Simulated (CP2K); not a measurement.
## ZnSe (Stilleite) under changes of volume

One of the cells (22.757 Å³/atom); the others are scaled copies at fixed shape and fractional positions:

```xyz
2
Lattice="4.0076 0.0000 0.0000 2.0038 3.4707 0.0000 2.0038 1.1569 3.2722" Properties=species:S:1:pos:R:3 pbc="T T T"
Se    6.0114    3.4707    2.4541
Zn    0.0000    0.0000    0.0000
```

- Program: CP2K 2026.2
- Functional: r2SCAN
- Potentials or basis: POTENTIAL_UZH Se GTH-SCAN-q6, Zn GTH-SCAN-q12; TZVP-MOLOPT-SCAN-GTH basis
- Density cutoff: 9184 eV
- k mesh: 8 × 8 × 8
- Occupations: fermi-dirac, width 0.01 eV
- Spin: no spin polarisation

```tsv
volume (Å³/atom)	energy over the lowest point (meV/atom)	pressure (GPa)	gap on the mesh (eV)
21.391	?	?	?
21.846	6.19	2.6	1.86
22.301	1.05	1.1	1.77
22.757	0.00	-0.3	1.68
23.212	2.64	-1.5	1.60
23.667	8.62	-2.7	1.52
24.122	17.62	-3.7	1.44
```

Question: What does the run at 21.391 Å³/atom give?

Answer: Energy over the lowest point 15.85 meV/atom; pressure 4.3 GPa; gap on the mesh 1.95 eV.

Worked out: A Birch-Murnaghan fit of order 3 (a polynomial in V^(-2/3)) to the other rows has its minimum at 22.65 Å³/atom with B0 = V·E''(V) = 66 GPa and B' = 4.0. It gives 15.85 meV/atom at 21.391 Å³/atom, against the run's 15.85, and -dE/dV = 4.3 GPa, against 4.3. A straight line through the other rows of the gap, of slope -4.22 eV per unit of ln V (its deformation potential), extrapolates to 1.95 eV, against the run's 1.95.

Energies are extrapolated to zero smearing.

Caveats: the basis of atomic orbitals isn't converged, which shifts pressures, moduli and gaps.

Spin-orbit coupling on Se is left out.
